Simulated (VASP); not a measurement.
# GaN (F-43m) in VASP: further runs, part 2 of 2

VASP 6.6.1. Earlier steps stand in the parts before.

### Step 4. Relaxation of cell and atoms, HSE06

The input, POSCAR:

```
GaN
1.0
    0.0000000000      2.2500000000      2.2500000000
    2.2500000000      0.0000000000      2.2500000000
    2.2500000000      2.2500000000      0.0000000000
Ga N
1 1
Direct
    0.0000000000      0.0000000000      0.0000000000
    0.2500000000      0.2500000000      0.2500000000
```

The input, INCAR.step1:

```
SYSTEM = GaN
ALGO     = Normal         ! electronic algorithm
EDIFF    = 1E-5           ! SCF threshold, eV
ENCUT    = 600            ! plane-wave cutoff, eV
GGA      = PE             ! functional
ISMEAR   = -1             ! smearing method
LASPH    = .True.         ! aspherical terms in the spheres
LCHARG   = .False.        ! write CHGCAR
LREAL    = .False.        ! projectors in reciprocal space
LWAVE    = .True.         ! write WAVECAR
NELM     = 60             ! most SCF steps
PREC     = Accurate       ! precision mode
SIGMA    = 0.05           ! smearing width, eV
```

The input, INCAR.step2:

```
SYSTEM = GaN
ALGO     = Normal         ! electronic algorithm
EDIFF    = 1E-6           ! SCF threshold, eV
EDIFFG   = -0.02          ! ionic threshold
ENCUT    = 600            ! plane-wave cutoff, eV
GGA      = PE             ! functional
HFSCREEN = 0.2            ! screening, 1/A
IBRION   = 2              ! ionic algorithm
ISIF     = 3              ! what is computed and relaxed
ISMEAR   = -1             ! smearing method
ISTART   = 1            
LASPH    = .True.         ! aspherical terms in the spheres
LCHARG   = .False.        ! write CHGCAR
LHFCALC  = .True.         ! exact exchange
LREAL    = .False.        ! projectors in reciprocal space
LWAVE    = .False.        ! write WAVECAR
NELM     = 60             ! most SCF steps
NSW      = 60             ! ionic steps
PREC     = Accurate       ! precision mode
PRECFOCK = Fast         
SIGMA    = 0.05           ! smearing width, eV
```

The input, KPOINTS:

```
k-points
0
Gamma
  8 8 8
  0 0 0
```

Potentials or basis: VASP PAW PBE potentials, release 64 (Ga_d, N).

Launch:

```
$ cat potpaw_PBE.64/Ga_d/POTCAR potpaw_PBE.64/N/POTCAR > POTCAR
$ cp INCAR.step1 INCAR
$ mpirun -np 1 vasp_std > vasp.out
$ cp INCAR.step2 INCAR
$ mpirun -np 1 vasp_std > vasp.out
```

OUTCAR:

```text
SYSTEM = GaN
   EDIFF = 1E-6
   EDIFFG = -0.02
   ENCUT = 600
   GGA = PE
   HFSCREEN = 0.2
   IBRION = 2
   ISIF = 3
   ISMEAR = -1
   ISTART = 1
   LASPH = .True.
   LHFCALC = .True.
   LREAL = .False.
   NELM = 60
   NSW = 60
   PREC = Accurate
   PRECFOCK = Fast

 ion  position               nearest neighbor table
   1  0.000  0.000  0.000-   2 1.95   2 1.95   2 1.95   2 1.95
   2  0.250  0.250  0.250-   1 1.95   1 1.95   1 1.95   1 1.95

  LATTYP: Found a face centered cubic cell.
 ALAT       =     4.5000000000

  Lattice vectors:

 A1 = (   0.0000000000,   2.2500000000,   2.2500000000)
 A2 = (   2.2500000000,   0.0000000000,   2.2500000000)
 A3 = (   2.2500000000,   2.2500000000,   0.0000000000)

Analysis of symmetry for initial positions (statically):
=====================================================================
 Subroutine PRICEL returns:
 Original cell was already a primitive cell.

 Routine SETGRP: Setting up the symmetry group for a
 face centered cubic supercell.

 Subroutine GETGRP returns: Found 24 space group operations
 (whereof 24 operations were pure point group operations)
 out of a pool of 48 trial point group operations.

The static configuration has the point symmetry T_d .
[... 242 lines left out ...]

 number of electron      18.0000004 magnetization

 Free energy of the ion-electron system (eV)
  ---------------------------------------------------
  ext. energy  EPLUGINS =         0.00000000
  ---------------------------------------------------
  free energy    TOTEN  =       -14.77447662 eV

  energy without entropy =      -14.77447662  energy(sigma->0) =      -14.77447662

 E-fermi :   5.5657     XC(G=0):  -9.5806

 val. band max:        4.5243907375   @ k =   0.0000   0.0000   0.0000
 cond. band min:       7.5709148994   @ k =   0.0000   0.0000   0.0000
 fundamental gap:      3.0465241618
 Fermi energy:         5.5657288628

 k-point     1 :       0.0000    0.0000    0.0000
  band No.  band energies     occupation
      1     -12.9860      2.00000
      2     -11.0540      2.00000
      3     -11.0540      2.00000
      4     -11.0540      2.00000
      5     -10.7306      2.00000
      6     -10.7306      2.00000
      7       4.5244      2.00000
      8       4.5244      2.00000
      9       4.5244      2.00000
     10       7.5709      0.00000
     11      16.5146      0.00000
     12      16.5146      0.00000
     13      16.5146      0.00000
[... 354 lines left out ...]
  band No.  band energies     occupation
      1     -12.2791      2.00000
      2     -10.9475      2.00000
      3     -10.8891      2.00000
      4     -10.7538      2.00000
      5     -10.7030      2.00000
      6      -8.7226      2.00000
      7      -2.3779      2.00000
      8       1.2900      2.00000
      9       2.6089      2.00000
     10      12.7831      0.00000
     11      13.0064      0.00000
     12      16.4502      0.00000
     13      18.0193      0.00000

 [... further k-points ...]

------------------------ aborting loop because EDIFF is reached ----------------------------------------

  FORCE on cell =-STRESS in cart. coord.  units (eV):
  Direction    XX          YY          ZZ          XY          YZ          ZX
  --------------------------------------------------------------------------------------
  -------------------------------------------------------------------------------------
  Total       -0.0055061     -0.0055061     -0.0055061      0.0000000     -0.0000000      0.0000000
  in kB       -0.3883038     -0.3883038     -0.3883038      0.0000000     -0.0000000      0.0000000
  external PRESSURE =      -0.3883038 kB  Pullay stress =       0.0000000 kB
[... 17 lines left out ...]
  FREE ENERGIE OF THE ION-ELECTRON SYSTEM (eV)
  ---------------------------------------------------
  free  energy   TOTEN  =       -14.7744766233 eV

  energy  without entropy=      -14.7744766233  energy(sigma->0) =      -14.77447662

 reached required accuracy - stopping structural energy minimisation
```

OUTCAR.step1:

```text
SYSTEM = GaN
   EDIFF = 1E-5
   ENCUT = 600
   GGA = PE
   ISMEAR = -1
   LASPH = .True.
   LREAL = .False.
[... 605 lines left out ...]
      0.00000      0.00000      0.00000         0.000000      0.000000      0.000000
      1.12500      1.12500      1.12500        -0.000000     -0.000000     -0.000000
 -----------------------------------------------------------------------------------
    total drift:                                0.000000      0.000000      0.000001

  FREE ENERGIE OF THE ION-ELECTRON SYSTEM (eV)
  ---------------------------------------------------
  free  energy   TOTEN  =       -12.1404785382 eV

  energy  without entropy=      -12.1404785379  energy(sigma->0) =      -12.14047854
```

Run time: 64 min. Hardware: 1 thread of Intel Xeon 6975P-C (Granite Rapids), shared host; peak memory 0.31 GiB.

Results:

- Free energy: -14.7745 eV
- Relaxed volume: 11.36 Å³/atom
- Relaxed cell: a = 3.179 Å, b = 3.179 Å, c = 3.179 Å, α = 60.00°, β = 60.00°, γ = 60.00°
- Space group after relaxing (to 0.05 Å): F-43m (No. 216)
- Energy gained by relaxing: 0.0 meV/atom
- Ionic steps: 3
- Pressure after relaxing: 0.0 GPa
- Band gap on the k mesh: 3.05 eV, direct

Final structure:
```
Ga N
1.0
     0.00000    2.24794    2.24794
     2.24794    0.00000    2.24794
     2.24794    2.24794    0.00000
Ga N
1 1
Direct
  0.00000 0.00000 0.00000
  0.25000 0.25000 0.25000
```

Levels at points of the mesh, in eV from the valence-band top:
| k point | band 7 | band 8 | band 9 | band 10 | band 11 | band 12 |
| --- | --- | --- | --- | --- | --- | --- |
| (0.00, 0.00, 0.00) | 0.00 | 0.00 | 0.00 | 3.05 | 11.99 | 11.99 |
| (0.50, 0.00, 0.00) | -7.60 | -1.05 | -1.05 | 6.16 | 10.48 | 11.97 |
| (0.50, 0.50, 0.00) | -6.60 | -2.94 | -2.94 | 4.48 | 8.22 | 13.66 |

Caveat: the PAW data sets were made with another functional, which shifts forces and pressure a little.

### Step 5. Summary

```tsv
level	grid for exact exchange (PRECFOCK)	screening parameter	gap on the mesh (eV)	pressure (GPa)	relaxed volume (Å³/atom)
PBEsol	-	-	1.74	0.0	11.35
r2SCAN	-	-	2.12	0.1	11.44
HSE06	Fast	0.2 1/A	3.05	0.0	11.36
```

Alike in all rows: task relaxation of cell and atoms; potentials or basis VASP PAW PBE potentials, release 64 (Ga_d, N); no spin polarisation; cell relaxed; k mesh 8 × 8 × 8; cutoff (eV) 600; smearing fermi-dirac 0.05 eV.

Caveats: the PAW data sets were made with another functional, which shifts forces and pressure a little.

Total energies depend on the potentials used, so only differences within one code and one set of settings carry meaning.
